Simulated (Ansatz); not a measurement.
Telling polymorphs of HfO2 apart by O-17

Level of theory: DFT, PBE, plane waves and PAW, scalar-relativistic, 420 eV cutoff (Ansatz 0.2.0). Q(O-17) = -25.58 mb, I = 5/2. The cells come from the COD, with the atoms relaxed (PBE, cell held). Calculated pressures reach 5 GPa in size in them. Spin–orbit coupling is left out, which moves gradients at and beside heavy atoms (Hf) by some per cent and at some sites by far more.

(1) Rank the structures by their largest O-17 |C_Q|, smallest first.
A.
HfO2
Space group P2_1/c (No. 14); a = 5.1180, b = 5.1857, c = 5.2841 Å, β = 99.35°.

| site | Wyckoff | site symmetry | x | y | z |
| --- | --- | --- | --- | --- | --- |
| Hf | 4e | 1 | 0.2767 | 0.0419 | 0.2081 |
| O5 | 4e | 1 | 0.4466 | 0.7584 | 0.4803 |
| O9 | 4e | 1 | 0.0726 | 0.3393 | 0.3389 |
B.
HfO2
Space group Fm-3m (No. 225); a = 5.1150 Å.

```csv
site,Wyckoff,site symmetry,x,y,z
Hf,4a,m-3m,0.0000,0.0000,0.0000
O,8c,-43m,0.2500,0.2500,0.2500
```

Results:

(1) B (0 MHz), A (0.816 MHz).
